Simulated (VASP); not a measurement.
A run of VASP 6.6.1 is set up as follows.

File INCAR:

```
SYSTEM = HfN
PREC     = Accurate       ! precision mode
ENCUT    = 500            ! plane-wave cutoff, eV
EDIFF    = 1E-7           ! SCF threshold, eV
ISMEAR   = 0              ! smearing method
SIGMA    = 0.02           ! smearing width, eV
LREAL    = .False.        ! projectors in reciprocal space
LASPH    = .True.         ! aspherical terms in the spheres
NELM     = 80             ! most SCF steps
ALGO     = Normal         ! electronic algorithm
ISIF     = 2              ! what is computed and relaxed
LWAVE    = .False.        ! write WAVECAR
LCHARG   = .False.        ! write CHGCAR
GGA      = PE             ! functional
```

File KPOINTS:

```
regular mesh
0
Gamma
  10 10 10
  0 0 0
```

File POSCAR:

```
HfN
1.0
    0.0000000000      2.2560000000      2.2560000000
    2.2560000000      0.0000000000      2.2560000000
    2.2560000000      2.2560000000      0.0000000000
Hf N
1 1
Cartesian
    0.0000000000      0.0000000000      0.0000000000
    2.2560000000      2.2560000000      2.2560000000
```

Potentials or basis: VASP PAW PBE potentials, release 64 (Hf, N).

Command:

```sh
$ cat potpaw_PBE.64/Hf/POTCAR potpaw_PBE.64/N/POTCAR > POTCAR
$ mpirun -np 1 vasp_std > vasp.out
```

(1) Predict the pressure.

(2) What does it give for the band gap on the k mesh?

Results:

(1) 4.1 GPa.

(2) none (metal or under the smearing width).
